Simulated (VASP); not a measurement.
# Mg2ZnO3 (C2/m) in VASP: single point with r2SCAN

Aim: the single point of Mg2ZnO3 with r2SCAN.

All numbers are computed with VASP 6.6.1; they aren't measurements. Logs are shortened: lines on timing, memory, paths and dates and some standing lists are left out, and cuts for length are marked.

### 1 The structure

The structure is monoclinic, space group C2/m (No. 12). Conventional cell: a = 5.244 Å, b = 9.079 Å, c = 5.234 Å, α = 90.00°, β = 109.55°, γ = 90.00°. Around Mg (site symmetry 2/m) lie 6 O at 2.11 to 2.15 Å. Around Mg (site symmetry 2) lie 6 O at 2.11 to 2.13 Å. Mg (site symmetry 2/m) has 6 O at 2.13 to 2.14 Å as nearest neighbours. Zn (site symmetry 2) is surrounded by 6 O at 2.16 to 2.17 Å. O (site symmetry 1) is surrounded by 4 Mg at 2.11 to 2.14 Å and 2 Zn at 2.17 Å. Around O (site symmetry m) lie 4 Mg at 2.12 to 2.15 Å and 2 Zn at 2.16 Å.

The cell was built by a generator and needn't be a form met in nature.

### 2 Single point, r2SCAN

File INCAR:

```
SYSTEM = Mg2ZnO3
ALGO = Normal
EDIFF = 1E-6
ENCUT = 520
ISIF = 2
ISMEAR = 0
KPAR = 4
LASPH = .TRUE.
LCHARG = .FALSE.
LMIXTAU = .TRUE.
LREAL = .FALSE.
LWAVE = .FALSE.
METAGGA = R2SCAN
NBANDS = 46
NELM = 150
PREC = Accurate
SIGMA = 0.03
```

File KPOINTS:

```
k-points
0
G
  6 6 6
  0 0 0
```

File POSCAR:

```
Mg2ZnO3
1.0
    2.6219600000     -4.5392600000      0.0000000000
    2.6219600000      4.5392600000      0.0000000000
   -1.7513370000      0.0000000000      4.9326060000
Mg Zn O
4 2 6
Direct
    0.0000000000      0.0000000000      0.5000000000
    0.3317560000      0.6682440000      0.5000000000
    0.6682440000      0.3317560000      0.5000000000
    0.5000000000      0.5000000000      0.0000000000
    0.1661960000      0.8338040000      0.0000000000
    0.8338040000      0.1661960000      0.0000000000
    0.9138770000      0.5852880000      0.2566620000
    0.4147120000      0.0861230000      0.7433380000
    0.5852880000      0.9138770000      0.2566620000
    0.0861230000      0.4147120000      0.7433380000
    0.2567220000      0.2567220000      0.2548200000
    0.7432780000      0.7432780000      0.7451800000
```

Potentials or basis: VASP PAW PBE potentials, release 64 (Mg, Zn, O).

Command:

```console
> cat potpaw_PBE.64/Mg/POTCAR potpaw_PBE.64/Zn/POTCAR potpaw_PBE.64/O/POTCAR > POTCAR
> mpirun -np 4 vasp_std > vasp.out
```

OUTCAR:

```text
SYSTEM = Mg2ZnO3
   EDIFF = 1E-6
   ENCUT = 520
   ISIF = 2
   ISMEAR = 0
   LASPH = .TRUE.
   LREAL = .FALSE.
   METAGGA = R2SCAN
   NELM = 150
   PREC = Accurate

 ion  position               nearest neighbor table
   1  0.000  0.000  0.500-   7 2.11   8 2.11   9 2.11  10 2.11  11 2.15  12 2.15   2 3.01   3 3.01
                             5 3.02   6 3.02   5 3.02   6 3.02   4 3.02   4 3.02   3 3.03   3 3.03
   2  0.332  0.668  0.500-   9 2.11  10 2.11  11 2.12  12 2.12   7 2.13   8 2.13   1 3.01   3 3.01
                             3 3.01   5 3.02   5 3.02   6 3.02   6 3.02   4 3.03   4 3.03   1 3.03
   3  0.668  0.332  0.500-   7 2.11   8 2.11  11 2.12  12 2.12   9 2.13  10 2.13   1 3.01   2 3.01
                             2 3.01   6 3.02   6 3.02   5 3.02   5 3.02   4 3.03   4 3.03   1 3.03
   4  0.500  0.500  0.000-  11 2.13  12 2.13   9 2.14  10 2.14   7 2.14   8 2.14   1 3.02   1 3.02
                             5 3.03   5 3.03   6 3.03   6 3.03   3 3.03   2 3.03   3 3.03   2 3.03
   5  0.166  0.834  0.000-  11 2.16  12 2.16   9 2.17  10 2.17   7 2.17   8 2.17   6 3.02   2 3.02
                             2 3.02   1 3.02   1 3.02   3 3.02   3 3.02   4 3.03   4 3.03   4 3.03
   6  0.834  0.166  0.000-  11 2.16  12 2.16   7 2.17   8 2.17   9 2.17  10 2.17   5 3.02   3 3.02
                             3 3.02   1 3.02   1 3.02   2 3.02   2 3.02   4 3.03   4 3.03   4 3.03
   7  0.914  0.585  0.257-   3 2.11   1 2.11   2 2.13   4 2.14   6 2.17   5 2.17
   8  0.415  0.086  0.743-   3 2.11   1 2.11   2 2.13   4 2.14   6 2.17   5 2.17
   9  0.585  0.914  0.257-   2 2.11   1 2.11   3 2.13   4 2.14   5 2.17   6 2.17
  10  0.086  0.415  0.743-   2 2.11   1 2.11   3 2.13   4 2.14   5 2.17   6 2.17
  11  0.257  0.257  0.255-   2 2.12   3 2.12   4 2.13   1 2.15   5 2.16   6 2.16
  12  0.743  0.743  0.745-   2 2.12   3 2.12   4 2.13   1 2.15   5 2.16   6 2.16

  LATTYP: Found a base centered monoclinic cell.
 ALAT       =     5.2439200000
 B/A-ratio  =     1.7312468535
 C/A-ratio  =     0.9981634315
 COS(beta)  =    -0.3345892707

  Lattice vectors:

 A1 = (   2.6219600000,  -4.5392600000,   0.0000000000)
 A2 = (   2.6219600000,   4.5392600000,   0.0000000000)
 A3 = (  -1.7513370000,   0.0000000000,   4.9326060000)

Analysis of symmetry for initial positions (statically):
=====================================================================
 Subroutine PRICEL returns:
 Original cell was already a primitive cell.

 Routine SETGRP: Setting up the symmetry group for a
 base centered monoclinic supercell.

 Subroutine GETGRP returns: Found  4 space group operations
 (whereof  4 operations were pure point group operations)
 out of a pool of  4 trial point group operations.

The static configuration has the point symmetry C_2h.

Analysis of symmetry for dynamics (positions and initial velocities):
=====================================================================
 Subroutine PRICEL returns:
 Original cell was already a primitive cell.

 Routine SETGRP: Setting up the symmetry group for a
 base centered monoclinic supercell.

 Subroutine GETGRP returns: Found  4 space group operations
 (whereof  4 operations were pure point group operations)
 out of a pool of  4 trial point group operations.

The dynamic configuration has the point symmetry C_2h.

 Subroutine INISYM returns: Found  4 space group operations
 (whereof  4 operations are pure point group operations),
 and found     1 'primitive' translations

----------------------------------------------------------------------------------------

                                     Primitive cell

  volume of cell :     117.4134

  direct lattice vectors                    reciprocal lattice vectors
     2.621960000 -4.539260000  0.000000000     0.190697036 -0.110150113  0.067707572
     2.621960000  4.539260000  0.000000000     0.190697036  0.110150113  0.067707572
    -1.751337000  0.000000000  4.932606000     0.000000000  0.000000000  0.202732592

  length of vectors
     5.242094580  5.242094580  5.234289182     0.230396879  0.230396879  0.202732592

  position of ions in fractional coordinates (direct lattice)
     0.000000000  0.000000000  0.500000000
     0.331756000  0.668244000  0.500000000
     0.668244000  0.331756000  0.500000000
     0.500000000  0.500000000  0.000000000
     0.166196000  0.833804000  0.000000000
     0.833804000  0.166196000  0.000000000
     0.913877000  0.585288000  0.256662000
     0.414712000  0.086123000  0.743338000
     0.585288000  0.913877000  0.256662000
     0.086123000  0.414712000  0.743338000
     0.256722000  0.256722000  0.254820000
     0.743278000  0.743278000  0.745180000

  ion indices of the primitive-cell ions
   primitive index   ion index
                 1           1
                 2           2
                 3           3
                 4           4
                 5           5
                 6           6
                 7           7
                 8           8
                 9           9
                10          10
                11          11
                12          12

----------------------------------------------------------------------------------------

 KPOINTS: k-points

Automatic generation of k-mesh.
 Grid dimensions read from file:
 generate k-points for:    6    6    6

 Generating k-lattice:

  Cartesian coordinates                     Fractional coordinates (reciprocal lattice)
     0.031782839 -0.018358352  0.011284595     0.166666667 -0.000000000  0.000000000
     0.031782839  0.018358352  0.011284595    -0.000000000  0.166666667  0.000000000
     0.000000000  0.000000000  0.033788765     0.000000000  0.000000000  0.166666667

  Length of vectors
     0.038399480  0.038399480  0.033788765

  Shift w.r.t. Gamma in fractional coordinates (k-lattice)
     0.000000000  0.000000000  0.000000000

 Subroutine IBZKPT returns following result:
 ===========================================

 Found     68 irreducible k-points:

 Following reciprocal coordinates:
            Coordinates               Weight
  0.000000  0.000000  0.000000      1.000000
  0.166667 -0.000000  0.000000      4.000000
  0.333333  0.000000 -0.000000      4.000000
  0.500000  0.000000 -0.000000      2.000000
  0.166667  0.166667  0.000000      2.000000
  0.333333  0.166667  0.000000      4.000000
[... 16 lines left out ...]
 -0.333333  0.166667  0.166667      4.000000
 -0.166667  0.166667  0.166667      4.000000
 [... further k-points ...]
   k-points           NKPTS =     68   k-points in BZ     NKDIM =     68   number of bands    NBANDS=     46
   number of dos      NEDOS =    301   number of ions     NIONS =     12
   total plane-waves  NPLWV =  64000
   dimension x,y,z NGX =    40 NGY =   40 NGZ =   40
   dimension x,y,z NGXF=    80 NGYF=   80 NGZF=   80
   ions per type =               4   2   6
   NGX,Y,Z   is equivalent  to a cutoff of  12.69, 12.69, 12.70 a.u.
   NGXF,Y,Z  is equivalent  to a cutoff of  25.37, 25.37, 25.41 a.u.
 SYSTEM =  Mg2ZnO3
   PREC   = accura    normal or accurate (medium, high low for compatibility)
   ISTART =      0    job   : 0-new  1-cont  2-samecut
   ICHARG =      2    charge: 1-file 2-atom 10-const
   ISPIN  =      1    spin polarized calculation?
   LNONCOLLINEAR =      F non collinear calculations
   LSORBIT =      F    spin-orbit coupling
   LASPH  =      T    aspherical Exc in radial PAW
   ENCUT  =  520.0 eV  38.22 Ry    6.18 a.u.   9.75  9.75  9.73*2*pi/ulx,y,z
   NELM   =    150;   NELMIN=  2; NELMDL= -5     # of ELM steps
   EDIFF  = 0.1E-05   stopping-criterion for ELM
   LREAL  =      F    real-space projection
   EDIFFG = 0.1E-04   stopping-criterion for IOM
   NSW    =      0    number of steps for IOM
   IBRION =     -1    ionic relax: 0-MD 1-quasi-New 2-CG
   NFREE  =      0    steps in history (QN), initial steepest desc. (CG)
   ISIF   =      2    stress and relaxation
   ISYM   =      2    0-nonsym 1-usesym 2-fastsym
   POTIM  = 0.5000    time-step for ionic-motion
   TEBEG  =    0.0;   TEEND  =   0.0 temperature during run
   PSTRESS=    0.0 pullay stress
   NELECT =      68.0000    total number of electrons
   NUPDOWN=      -1.0000    fix difference up-down
   EMIN   =  10.00;   EMAX   =-10.00  energy-range for DOS
   EFERMI =   0.00;   METHOD = LEGACY
   ISMEAR =     0;   SIGMA  =   0.03  broadening in eV -4-tet -1-fermi 0-gaus
   EFERMI_NEDOS =   21; number of points for ismear=-14 and -15
   IALGO  =     38    algorithm
   IMIX   =      4    mixing-type and parameters
     AMIX     =   0.40;   BMIX     =  1.00
     AMIX_MAG =   1.60;   BMIX_MAG =  1.00
  volume/ion in A,a.u.               =       9.78        66.03
  Fermi-wavevector in a.u.,A,eV,Ry     =   1.364600  2.578720 25.335850  1.862132
  Thomas-Fermi vector in A             =   2.490901
   LORBIT       =      0    0 simple, 1 ext, 2 COOP (PROOUT), +10 PAW based schemes
   METAGGA = R2SCAN    functional components
   LHFCALC =     F    Hartree Fock is set to
   AEXX    =    0.0000 exact exchange contribution
   IVDW    =     0    specifies the selected vdW correction
   LEPSILON=     F    determine dielectric tensor
   LRPA    =     F    only Hartree local field effects (RPA)
 non-spin polarized calculation
 Gauss-broadening in eV      SIGMA  =   0.03
  energy-cutoff  :      520.00
  volume of cell :      117.41
 maximum number of plane-waves:      3188
   NGX = 19   NGY = 19   NGZ = 19

 number of electron      68.0000031 magnetization

 Free energy of the ion-electron system (eV)
  ---------------------------------------------------
  ext. energy  EPLUGINS =         0.00000000
  ---------------------------------------------------
  free energy    TOTEN  =      -100.49346779 eV

  energy without entropy =     -100.49346779  energy(sigma->0) =     -100.49346779

 E-fermi :   2.6181     XC(G=0): -11.9370

 val. band max:        2.4890120683   @ k =   0.5000   0.5000  -0.0000
 cond. band min:       6.0595681561   @ k =   0.0000   0.0000   0.0000
 fundamental gap:      3.5705560878
 Fermi energy:         2.6181224802

 k-point     1 :       0.0000    0.0000    0.0000
  band No.  band energies     occupation
      1     -16.0706      2.00000
      2     -14.8765      2.00000
      3     -14.7205      2.00000
      4     -14.6927      2.00000
      5     -14.6860      2.00000
      6     -14.6622      2.00000
[... 38 lines left out ...]
     45      15.0720      0.00000
     46      15.1477      0.00000

 k-point     2 :       0.1667   -0.0000    0.0000
  band No.  band energies     occupation
      1     -15.9813      2.00000
      2     -14.8638      2.00000
      3     -14.7920      2.00000
      4     -14.7522      2.00000
      5     -14.6951      2.00000
      6     -14.6565      2.00000
[... 38 lines left out ...]
     45      14.8523      0.00000
     46      15.0853      0.00000

 k-point     3 :       0.3333    0.0000   -0.0000
  band No.  band energies     occupation
      1     -15.7341      2.00000
      2     -15.0494      2.00000
      3     -14.8130      2.00000
      4     -14.7957      2.00000
      5     -14.7360      2.00000
      6     -14.6792      2.00000
[... 38 lines left out ...]
     45      14.8053      0.00000
     46      14.9280      0.00000

 k-point     4 :       0.5000    0.0000   -0.0000
  band No.  band energies     occupation
      1     -15.3917      2.00000
      2     -15.3915      2.00000
      3     -14.8225      2.00000
      4     -14.7739      2.00000
      5     -14.7422      2.00000
      6     -14.7193      2.00000
[... 920 lines left out ...]
     45      14.9798      0.00000
     46      15.0157      0.00000

 k-point    23 :      -0.3333    0.1667    0.1667
  band No.  band energies     occupation
      1     -15.8057      2.00000
      2     -14.9388      2.00000
      3     -14.8619      2.00000
      4     -14.8080      2.00000
      5     -14.7329      2.00000
      6     -14.6369      2.00000
[... 38 lines left out ...]
     45      15.0223      0.00000
     46      15.0971      0.00000

 k-point    24 :      -0.1667    0.1667    0.1667
  band No.  band energies     occupation
      1     -15.9217      2.00000
      2     -14.9362      2.00000
      3     -14.8263      2.00000
      4     -14.7677      2.00000
      5     -14.6627      2.00000
      6     -14.6418      2.00000
[... 38 lines left out ...]
     45      14.9524      0.00000
     46      15.2180      0.00000

 [... further k-points ...]
[... 5 lines left out ...]
  --------------------------------------------------------------------------------------
  -------------------------------------------------------------------------------------
  Total       -4.6903750     -4.6856607     -4.6297404      0.0000000      0.0000000     -0.0181285
  in kB      -64.0030398    -63.9387114    -63.1756444      0.0000000      0.0000000     -0.2473740
  external PRESSURE =     -63.7057985 kB  Pullay stress =       0.0000000 kB

 VOLUME and BASIS-vectors are now :
 -----------------------------------------------------------------------------
  energy-cutoff  :      520.00
  volume of cell :      117.41
      direct lattice vectors                 reciprocal lattice vectors
     2.621960000 -4.539260000  0.000000000     0.190697036 -0.110150113  0.067707572
     2.621960000  4.539260000  0.000000000     0.190697036  0.110150113  0.067707572
    -1.751337000  0.000000000  4.932606000     0.000000000  0.000000000  0.202732592

 POSITION                                       TOTAL-FORCE (eV/Angst)
 -----------------------------------------------------------------------------------
     -0.87567      0.00000      2.46630        -0.000000      0.000000      0.000000
      1.74629      1.52741      2.46630        -0.000000     -0.026767      0.000000
      1.74629     -1.52741      2.46630        -0.000000      0.026767      0.000000
      2.62196      0.00000      0.00000        -0.000000      0.000000      0.000000
      2.62196      3.03045      0.00000        -0.000000     -0.019109      0.000000
      2.62196     -3.03045      0.00000        -0.000000      0.019109      0.000000
      3.48125     -1.49155      1.26601         0.022301     -0.039964     -0.065466
      0.01133     -1.49155      3.66659        -0.022301     -0.039964      0.065466
      3.48125      1.49155      1.26601         0.022301      0.039964     -0.065466
      0.01133      1.49155      3.66659        -0.022301      0.039964      0.065466
      0.89995      0.00000      1.25693        -0.055383      0.000000     -0.078364
      2.59263      0.00000      3.67568         0.055383      0.000000      0.078364
 -----------------------------------------------------------------------------------
    total drift:                               -0.000000      0.000000      0.000000

  FREE ENERGIE OF THE ION-ELECTRON SYSTEM (eV)
  ---------------------------------------------------
  free  energy   TOTEN  =      -100.4934677915 eV

  energy  without entropy=     -100.4934677915  energy(sigma->0) =     -100.49346779
```

Wall time 6.8 min (4 MPI ranks of Intel Xeon Platinum 8488C (Sapphire Rapids), shared host); peak memory 0.47 GiB.

Results:

```yaml
Free_energy: -100.4935 eV
Pressure: -6.4 GPa
Largest_force: 0.096 eV/Å
Band_gap_on_the_k_mesh: 3.57 eV, indirect (least direct gap 3.92 eV)
```

Forces on the atoms (eV/Å):
```
Mg   0.000  0.000  0.000
Mg   0.000 -0.027  0.000
Mg   0.000  0.027  0.000
Mg   0.000  0.000  0.000
Zn   0.000 -0.019  0.000
Zn   0.000  0.019  0.000
O    0.022 -0.040 -0.065
O   -0.022 -0.040  0.065
O    0.022  0.040 -0.065
O   -0.022  0.040  0.065
O   -0.055  0.000 -0.078
O    0.055  0.000  0.078
```

Caveat: the PAW data sets were made with another functional, which shifts forces and pressure a little.
